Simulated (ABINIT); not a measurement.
# Al (Fm-3m) in ABINIT: further runs

The runs below take Al through equation of state, band structure, with PBE, AM05, LDA, RPBE.

All numbers are computed with ABINIT 10.8.3 (patched build); they aren't measurements. Logs are shortened: lines on timing, memory, paths and dates and some standing lists are left out, and cuts for length are marked. The log counts tension as positive stress, the text compression.

**What was measured.**

From “The interpretation of polycrystalline coherent inelastic neutron scattering from aluminium”, 2013, pmc:3831299, for a bulk crystal of Al: bulk modulus 76.9 GPa.

How close the calculation comes is told below.

### Step 1. The crystal as given

It takes space group Fm-3m (No. 225, cubic). Conventional cell: a = 4.050 Å, b = 4.050 Å, c = 4.050 Å, α = 90.00°, β = 90.00°, γ = 90.00°. Al (site symmetry m-3m) is surrounded by 12 Al at 2.86 Å.

### Step 2. Equation of state, PBE

run.abi reads:

```
ndtset 7
getwfk -1
scalecart1 3*0.9795861087
scalecart2 3*0.9864848297
scalecart3 3*0.9932883884
scalecart4 3*1.0000000000
scalecart5 3*1.0066227096
scalecart6 3*1.0131594038
scalecart7 3*1.0196128224

pp_dirpath "./"
pseudos "Al.GGA_PBE-JTH.xml"

acell 3*1.0
rprim
     0.0000000000     3.8263269058     3.8263269058
     3.8263269058     0.0000000000     3.8263269058
     3.8263269058     3.8263269058     0.0000000000
ntypat 1
znucl 13
natom 1
typat 1
xred
     0.0000000000     0.0000000000     0.0000000000

ecut 26.0
pawecutdg 48.0

kptopt 1
ngkpt 11 11 11
nshiftk 1
shiftk 0.0 0.0 0.0

ixc 11

nband 6
occopt 3
tsmear 0.00183747

nstep 100
tolvrs 1.0e-9

iomode 3
prtwf 1
prtden 0
prteig 0
prtebands 0
```

Potentials or basis: JTH PAW PBE v2.0.

Run with:

```
$ abinit run.abi > log 2>&1
```

run.abo:

```text
.Version 10.8.3 of ABINIT
 DATASET    1 : space group Fm -3 m (#225); Bravais cF (face-center cubic)
================================================================================
 Values of the parameters that define the memory need for DATASET  1.
     intxc =       0    ionmov =       0      iscf =      17    lmnmax =       8
     lnmax =       4     mgfft =      27  mpssoang =       2    mqgrid =    3001
     natom =       1  nloc_mem =       2    nspden =       1   nspinor =       1
    nsppol =       1      nsym =      48    n1xccc =       1    ntypat =       1
    occopt =       3   xclevel =       2
       mpw =         677          nfft =       19683          nkpt =          56
 PAW method is used; the additional fine FFT grid is defined by:
   mgfftf=        36    nfftf =     46656
================================================================================
================================================================================
[... 71 lines left out ...]
 DATASET    7 : space group Fm -3 m (#225); Bravais cF (face-center cubic)
================================================================================
 Values of the parameters that define the memory need for DATASET  7.
     intxc =       0    ionmov =       0      iscf =      17    lmnmax =       8
     lnmax =       4     mgfft =      27  mpssoang =       2    mqgrid =    3001
     natom =       1  nloc_mem =       2    nspden =       1   nspinor =       1
    nsppol =       1      nsym =      48    n1xccc =       1    ntypat =       1
    occopt =       3   xclevel =       2
       mpw =         766          nfft =       19683          nkpt =          56
 PAW method is used; the additional fine FFT grid is defined by:
   mgfftf=        36    nfftf =     46656
================================================================================
================================================================================

--------------------------------------------------------------------------------
------------- Echo of variables that govern the present computation ------------
--------------------------------------------------------------------------------
 -outvars: echo values of preprocessed input variables --------
            acell      1.0000000000E+00  1.0000000000E+00  1.0000000000E+00 Bohr
              amu      2.69815390E+01
             ecut      2.60000000E+01 Hartree
           getwfk          -1
                       outvar_i_n : Printing only first  50 k-points.
              ixc          11
           jdtset        1    2    3    4    5    6    7
                       outvar_i_n : Printing only first  50 k-points.
         kptrlatt       11    0    0      0   11    0      0    0   11
          kptrlen1     5.83085676E+01
          kptrlen2     5.87192048E+01
          kptrlen3     5.91241776E+01
          kptrlen4     5.95236774E+01
          kptrlen5     5.99178855E+01
          kptrlen6     6.03069736E+01
          kptrlen7     6.06911048E+01
            natom           1
            nband           6
           ndtset           7
            ngfft          27      27      27
          ngfftdg          36      36      36
             nkpt          56
            nstep         100
             nsym          48
           ntypat           1
                       prtocc : prtvol=0, do not print more k-points.
           occopt           3
        pawecutdg      4.80000000E+01 Hartree
         pawxcdev           0
           prtden           0
        prtebands           0
           prteig           0
            rprim1     0.0000000000E+00  3.7482166843E+00  3.7482166843E+00
                       3.7482166843E+00  0.0000000000E+00  3.7482166843E+00
                       3.7482166843E+00  3.7482166843E+00  0.0000000000E+00
            rprim2     0.0000000000E+00  3.7746134460E+00  3.7746134460E+00
                       3.7746134460E+00  0.0000000000E+00  3.7746134460E+00
                       3.7746134460E+00  3.7746134460E+00  0.0000000000E+00
            rprim3     0.0000000000E+00  3.8006460858E+00  3.8006460858E+00
                       3.8006460858E+00  0.0000000000E+00  3.8006460858E+00
                       3.8006460858E+00  3.8006460858E+00  0.0000000000E+00
            rprim4     0.0000000000E+00  3.8263269058E+00  3.8263269058E+00
                       3.8263269058E+00  0.0000000000E+00  3.8263269058E+00
                       3.8263269058E+00  3.8263269058E+00  0.0000000000E+00
            rprim5     0.0000000000E+00  3.8516675577E+00  3.8516675577E+00
                       3.8516675577E+00  0.0000000000E+00  3.8516675577E+00
                       3.8516675577E+00  3.8516675577E+00  0.0000000000E+00
            rprim6     0.0000000000E+00  3.8766790866E+00  3.8766790866E+00
                       3.8766790866E+00  0.0000000000E+00  3.8766790866E+00
                       3.8766790866E+00  3.8766790866E+00  0.0000000000E+00
            rprim7     0.0000000000E+00  3.9013719758E+00  3.9013719758E+00
                       3.9013719758E+00  0.0000000000E+00  3.9013719758E+00
                       3.9013719758E+00  3.9013719758E+00  0.0000000000E+00
          spgroup         225
           tolvrs      1.00000000E-09
           tsmear      1.83747000E-03 Hartree
            typat      1
           useylm           1
                       outvars : Printing only first  50 k-points.
            znucl       13.00000

================================================================================

 chkinp: Checking input parameters for consistency, jdtset=   1.

 chkinp: Checking input parameters for consistency, jdtset=   2.

 chkinp: Checking input parameters for consistency, jdtset=   3.

 chkinp: Checking input parameters for consistency, jdtset=   4.
[... 31 lines left out ...]
 getcut: wavevector=  0.0000  0.0000  0.0000  ngfft=  27  27  27
         ecut(hartree)=     26.000   => boxcut(ratio)=   2.14005

 Fine grid specifications (used for densities):

 getcut: wavevector=  0.0000  0.0000  0.0000  ngfft=  36  36  36
         ecut(hartree)=     48.000   => boxcut(ratio)=   2.17759

--- Pseudopotential description ------------------------------------------------
- pspini: atom type   1  psp file is ./Al.GGA_PBE-JTH.xml
 Pseudopotential format is: paw10
 basis_size (lnmax)=  4 (lmn_size=  8), orbitals=   0   0   1   1
 Spheres core radius: rc_sph= 1.90363307
 Shapefunction is SIN type: shapef(r)=[sin(pi*r/rshp)/(pi*r/rshp)]**2
 Radius for shape functions =  1.60786206
 Compensation charge density is not taken into account in XC energy/potential

  -1.09563711E+01                                ecore*ucvol(ha*bohr**3)
--------------------------------------------------------------------------------

================================================================================

--- !BeginCycle
iteration_state: {dtset: 1, }
solver: {iscf: 17, nstep: 100, nline: 4, wfoptalg: 10, }
tolerances: {tolvrs: 1.00E-09, }
...

     iter   Etot(hartree)      deltaE(h)  residm     nres2
 ETOT  1  -2.0958825572841    -2.096E+00 2.595E-01 5.892E-01
 ETOT  2  -2.1052076322199    -9.325E-03 6.295E-03 9.061E-02
 ETOT  3  -2.1050699684941     1.377E-04 2.059E-03 1.785E-03
 ETOT  4  -2.1050640265273     5.942E-06 1.189E-03 5.787E-05
 ETOT  5  -2.1050640462889    -1.976E-08 5.451E-04 6.609E-08
 ETOT  6  -2.1050640462332     5.566E-11 2.777E-04 3.513E-09
 ETOT  7  -2.1050640462263     6.894E-12 1.975E-04 1.765E-10
[... 1122 lines left out ...]
 Cartesian components of stress tensor (hartree/bohr^3)
  sigma(1 1)=  1.51638586E-04  sigma(3 2)=  0.00000000E+00
  sigma(2 2)=  1.51638586E-04  sigma(3 1)=  0.00000000E+00
  sigma(3 3)=  1.51638586E-04  sigma(2 1)=  0.00000000E+00

-Cartesian components of stress tensor (GPa)         [Pressure= -4.4614E+00 GPa]
- sigma(1 1)=  4.46136122E+00  sigma(3 2)=  0.00000000E+00
- sigma(2 2)=  4.46136122E+00  sigma(3 1)=  0.00000000E+00
- sigma(3 3)=  4.46136122E+00  sigma(2 1)=  0.00000000E+00

== END DATASET(S) ==============================================================
================================================================================

 -outvars: echo values of variables after computation  --------
            acell      1.0000000000E+00  1.0000000000E+00  1.0000000000E+00 Bohr
           etotal1    -2.1050640462E+00
           etotal2    -2.1053621713E+00
           etotal3    -2.1055138364E+00
           etotal4    -2.1055341285E+00
           etotal5    -2.1054367413E+00
           etotal6    -2.1052342424E+00
           etotal7    -2.1049379545E+00
            fcart1    -0.0000000000E+00 -0.0000000000E+00 -0.0000000000E+00
            fcart2    -0.0000000000E+00 -0.0000000000E+00 -0.0000000000E+00
            fcart3    -0.0000000000E+00 -0.0000000000E+00 -0.0000000000E+00
            fcart4    -0.0000000000E+00 -0.0000000000E+00 -0.0000000000E+00
            fcart5    -0.0000000000E+00 -0.0000000000E+00 -0.0000000000E+00
            fcart6    -0.0000000000E+00 -0.0000000000E+00 -0.0000000000E+00
            fcart7    -0.0000000000E+00 -0.0000000000E+00 -0.0000000000E+00
            rprim1     0.0000000000E+00  3.7482166843E+00  3.7482166843E+00
                       3.7482166843E+00  0.0000000000E+00  3.7482166843E+00
                       3.7482166843E+00  3.7482166843E+00  0.0000000000E+00
            rprim2     0.0000000000E+00  3.7746134460E+00  3.7746134460E+00
                       3.7746134460E+00  0.0000000000E+00  3.7746134460E+00
                       3.7746134460E+00  3.7746134460E+00  0.0000000000E+00
            rprim3     0.0000000000E+00  3.8006460858E+00  3.8006460858E+00
                       3.8006460858E+00  0.0000000000E+00  3.8006460858E+00
[... 9 lines left out ...]
                       3.8766790866E+00  3.8766790866E+00  0.0000000000E+00
            rprim7     0.0000000000E+00  3.9013719758E+00  3.9013719758E+00
                       3.9013719758E+00  0.0000000000E+00  3.9013719758E+00
                       3.9013719758E+00  3.9013719758E+00  0.0000000000E+00
           strten1    -1.6800912084E-04 -1.6800912084E-04 -1.6800912084E-04
                       0.0000000000E+00  0.0000000000E+00  0.0000000000E+00
           strten2    -9.9103193018E-05 -9.9103193018E-05 -9.9103193018E-05
                       0.0000000000E+00  0.0000000000E+00  0.0000000000E+00
           strten3    -3.7221794083E-05 -3.7221794083E-05 -3.7221794083E-05
                       0.0000000000E+00  0.0000000000E+00  0.0000000000E+00
           strten4     1.8242949397E-05  1.8242949397E-05  1.8242949397E-05
                       0.0000000000E+00  0.0000000000E+00  0.0000000000E+00
           strten5     6.7865069303E-05  6.7865069303E-05  6.7865069303E-05
                       0.0000000000E+00  0.0000000000E+00  0.0000000000E+00
           strten6     1.1217821443E-04  1.1217821443E-04  1.1217821443E-04
                       0.0000000000E+00  0.0000000000E+00  0.0000000000E+00
           strten7     1.5163858589E-04  1.5163858589E-04  1.5163858589E-04
                       0.0000000000E+00  0.0000000000E+00  0.0000000000E+00
 Calculation completed.
```

Wall time 22 s (1 thread of Arm Neoverse V2, shared host); peak memory 0.13 GiB.

What came out:

| Property | Result |
| --- | --- |
| Equilibrium volume | 16.49 Å³/atom |
| Bulk modulus | 79 GPa |
| Pressure derivative of the bulk modulus | 4.5 |

Energy against volume, from the lowest point:
| volume (Å³/atom) | energy (meV/atom) |
| --- | --- |
| 15.607 | 12.79 |
| 15.939 | 4.68 |
| 16.271 | 0.55 |
| 16.603 | 0.00 |
| 16.935 | 2.65 |
| 17.267 | 8.16 |
| 17.599 | 16.22 |

Caveat: pressures at fixed basis lie under the slope of the energies.

### Step 3. Band structure, AM05

run.abi reads:

```
ndtset 2

pp_dirpath "./"
pseudos "Al.upf"

acell 3*1.0
rprim
     0.0000000000     3.8263269058     3.8263269058
     3.8263269058     0.0000000000     3.8263269058
     3.8263269058     3.8263269058     0.0000000000
ntypat 1
znucl 13
natom 1
typat 1
xred
     0.0000000000     0.0000000000     0.0000000000

ecut 20.0

ixc -120135

occopt 3
tsmear 0.00183747

nstep 100

iomode 3
prtwf 0
prteig 0
prtebands 0
enunit 2
prtden1 1

kptopt1 1
ngkpt1 11 11 11
nshiftk1 1
shiftk1 0.0 0.0 0.0
nband1 6
tolvrs1 1.0e-10

iscf2 -2
getden2 1
nband2 10
nbdbuf2 2
tolwfr2 1.0e-12
kptopt2 -9
ndivsm2 6
prteig2 1
prtvol2 -3
kptbounds2
     0.0000000000     0.0000000000     0.0000000000
     0.5000000000     0.0000000000     0.5000000000
     0.5000000000     0.2500000000     0.7500000000
     0.3750000000     0.3750000000     0.7500000000
     0.0000000000     0.0000000000     0.0000000000
     0.5000000000     0.5000000000     0.5000000000
     0.6250000000     0.2500000000     0.6250000000
     0.5000000000     0.2500000000     0.7500000000
     0.5000000000     0.5000000000     0.5000000000
     0.3750000000     0.3750000000     0.7500000000
```

Potentials or basis: PseudoDojo NC SR PBEsol v0.4.1 standard.

Run with:

```
$ abinit run.abi > log 2>&1
```

Run time: 7.9 s. Hardware: 1 thread of Arm Neoverse V2, shared host; peak memory 0.13 GiB.

It converged, with:

* Free energy: -63.0595 eV
* Pressure: -3.1 GPa
* Band gap on the k mesh: none (metal or under the smearing width)
* Valence electrons inside the program's atomic spheres: Al 0.86 (radii [1.0584] Å)

Levels at the corners of the path, in eV from the Fermi level:
```
point  band 1  band 2  band 3  band 4  band 5
    Γ  -11.10   12.58   12.58   12.58   13.99
    X   -2.91   -1.62    5.26    5.56    5.56
    W   -0.84   -0.84    0.13    1.10   15.75
    K   -1.88   -1.37   -0.41    6.52    8.16
    Γ  -11.10   12.58   12.58   12.58   13.99
    L   -4.60   -4.36   11.34   11.34   11.41
    U   -1.88   -1.37   -0.41    6.52    8.16
    W   -0.84   -0.84    0.13    1.10   15.75
    L   -4.60   -4.36   11.34   11.34   11.41
    K   -1.88   -1.37   -0.41    6.52    8.16
```

Caveat: the potentials were made for another functional, which shifts forces and pressure.

### Step 4. Band structure, LDA

Changes to run.abi since step 3:

```diff
@@ -1,11 +1,14 @@
+# Datasets: ground state, then fixed potential
 ndtset 2
 
+# Pseudopotentials
 pp_dirpath "./"
-pseudos "Al.upf"
+pseudos "Al.LDA_PW-JTH.xml"
 
-acell 3*1.0
+# Structure
+acell 5.4112434042 5.4112434042 5.4112434042
 rprim
-     0.0000000000     3.8263269058     3.8263269058
-     3.8263269058     0.0000000000     3.8263269058
-     3.8263269058     3.8263269058     0.0000000000
+     0.0000000000     0.7071067812     0.7071067812
+     0.7071067812     0.0000000000     0.7071067812
+     0.7071067812     0.7071067812     0.0000000000
 ntypat 1
@@ -17,11 +20,17 @@
 
+# Plane-wave basis
 ecut 20.0
+pawecutdg 40.0
 
-ixc -120135
+# Exchange and correlation
+ixc 7
 
+# Bands and occupations
 occopt 3
-tsmear 0.00183747
+tsmear 0.05 eV
 
+# SCF cycle
 nstep 100
 
+# Output
 iomode 3
@@ -30,5 +39,6 @@
 prtebands 0
-enunit 2
+enunit 1
 prtden1 1
 
+# Dataset 1
 kptopt1 1
@@ -38,4 +48,5 @@
 nband1 6
-tolvrs1 1.0e-10
+tolvrs1 1.0e-9
 
+# Dataset 2: bands along G-X-W-K-G-L-U-W-L-K
 iscf2 -2
@@ -46,5 +57,4 @@
 kptopt2 -9
-ndivsm2 6
+ndivsm2 8
 prteig2 1
-prtvol2 -3
 kptbounds2
```

Potentials or basis: JTH PAW LDA v2.0.

Run with:

```
$ abinit run.abi > log 2>&1
```

Run time: 8.6 s. Hardware: 1 thread of Arm Neoverse V2, shared host; peak memory 0.13 GiB.

It converged, with:

| Quantity | Value |
| --- | --- |
| Free energy | -57.9774 eV |
| Pressure | -3.8 GPa |
| Band gap on the k mesh | none (metal or under the smearing width) |
| Valence electrons inside the program's atomic spheres | Al 0.75 (radii [1.0074] Å) |

Levels at the corners of the path, in eV from the Fermi level:
| point | band 1 | band 2 | band 3 | band 4 | band 5 | band 6 | band 7 |
| --- | --- | --- | --- | --- | --- | --- | --- |
| Γ | -11.08 | 12.53 | 12.53 | 12.53 | 13.77 | 13.77 | 13.77 |
| X | -2.90 | -1.63 | 5.30 | 5.49 | 5.49 | 8.87 | 24.92 |
| W | -0.83 | -0.83 | 0.21 | 0.93 | 15.68 | 15.68 | 16.06 |
| K | -1.87 | -1.34 | -0.47 | 6.45 | 8.13 | 15.46 | 21.42 |
| Γ | -11.08 | 12.53 | 12.53 | 12.53 | 13.77 | 13.77 | 13.77 |
| L | -4.54 | -4.41 | 11.14 | 11.14 | 11.41 | 11.41 | 15.02 |
| U | -1.87 | -1.34 | -0.47 | 6.45 | 8.13 | 15.46 | 21.42 |
| W | -0.83 | -0.83 | 0.21 | 0.93 | 15.68 | 15.68 | 16.06 |
| L | -4.54 | -4.41 | 11.14 | 11.14 | 11.41 | 11.41 | 15.02 |
| K | -1.87 | -1.34 | -0.47 | 6.45 | 8.13 | 15.46 | 21.42 |

### Step 5. Equation of state, RPBE

run.abi reads:

```
# Datasets: one volume each
ndtset 7
getwfk -1
scalecart1 3*0.9795861087
scalecart2 3*0.9864848297
scalecart3 3*0.9932883884
scalecart4 3*1.0000000000
scalecart5 3*1.0066227096
scalecart6 3*1.0131594038
scalecart7 3*1.0196128224

# Pseudopotentials
pp_dirpath "./"
pseudos "Al.upf"

# Structure
acell 5.4112434042 5.4112434042 5.4112434042
rprim
     0.0000000000     0.7071067812     0.7071067812
     0.7071067812     0.0000000000     0.7071067812
     0.7071067812     0.7071067812     0.0000000000
ntypat 1
znucl 13
natom 1
typat 1
xred
     0.0000000000     0.0000000000     0.0000000000

# Plane-wave basis
ecut 20.0

# k points
kptopt 1
ngkpt 11 11 11
nshiftk 1
shiftk 0.0 0.0 0.0

# Exchange and correlation
ixc 15

# Bands and occupations
nband 6
occopt 3
tsmear 0.05 eV

# SCF cycle
nstep 100
tolvrs 1.0e-10

# Output
iomode 3
prtwf 1
prtden 0
prteig 0
prtebands 0
enunit 2
```

Potentials or basis: PseudoDojo NC SR PBE v0.4.1 standard.

Run with:

```
$ abinit run.abi > log 2>&1
```

It took 16 s on 1 thread of Arm Neoverse V2, shared host; peak memory 0.13 GiB.

It converged, with:

```
Equilibrium volume                      : 16.49 Å³/atom
Bulk modulus                            : 79 GPa
Pressure derivative of the bulk modulus : 4.5
```

Energy against volume, from the lowest point:
| volume (Å³/atom) | energy (meV/atom) |
| --- | --- |
| 15.607 | 12.67 |
| 15.939 | 4.63 |
| 16.271 | 0.53 |
| 16.603 | 0.00 |
| 16.935 | 2.65 |
| 17.267 | 8.16 |
| 17.599 | 16.20 |

Caveat: pressures at fixed basis lie under the slope of the energies; the potentials were made for another functional, which shifts forces and pressure.

### Step 6. For comparison

An earlier run on the cell as given: functional PBE; potentials or basis JTH PAW PBE v2.0; cutoff 544 eV; k mesh 11 × 11 × 11; occupations fermi-dirac, width 0.05 eV; no spin polarisation.

* Pressure: -0.6 GPa
* Band gap on the k mesh: none (metal or under the smearing width)
* Valence electrons inside the program's atomic spheres: Al 0.73 (radii [1.0074] Å)

### Step 7. Overview

```tsv
task	level	potentials or basis	cutoff (eV)	fine-grid cutoff	gap on the mesh (eV)	pressure (GPa)	V0 of scaled cells (Å³/atom)	B0 (GPa)
equation of state	PBE	JTH PAW PBE v2.0	707	1306.15 eV	-	-	16.49	79
band structure	AM05	PseudoDojo NC SR PBEsol v0.4.1 standard	544	-	none	-3.1	-	-
band structure	LDA	JTH PAW LDA v2.0	544	1088.46 eV	none	-3.8	-	-
equation of state	RPBE	PseudoDojo NC SR PBE v0.4.1 standard	544	-	-	-	16.49	79
single point	PBE	JTH PAW PBE v2.0	544	1088.46 eV	none	-0.6	-	-
```

Alike in all rows: no spin polarisation; cell as given; k mesh 11 × 11 × 11; smearing fermi-dirac 0.05 eV.

Caveats: pressures at fixed basis lie under the slope of the energies (some runs); the potentials were made for another functional, which shifts forces and pressure (some runs).

Total energies depend on the potentials used, so only differences within one code and one set of settings carry meaning.

### Step 8. Comparison with measurements

Step 2. Measured bulk modulus of Al: 76.9 GPa (quoted in “The interpretation of polycrystalline coherent inelastic neutron scattering from aluminium”, 2013, pmc:3831299). This calculation gives 79 GPa (+3.3 %). The fit is for a static lattice scaled at fixed shape and fixed fractional positions. The cell as given is a measured one (16.60 Å³/atom); PBE puts the equilibrium volume -0.7 % from it, thermal expansion not counted.

Step 5. Against the measured bulk modulus of Al, 76.9 GPa (quoted in “The interpretation of polycrystalline coherent inelastic neutron scattering from aluminium”, 2013, pmc:3831299), the calculated 79 GPa is off by +2.8 %. The fit is for a static lattice scaled at fixed shape and fixed fractional positions.
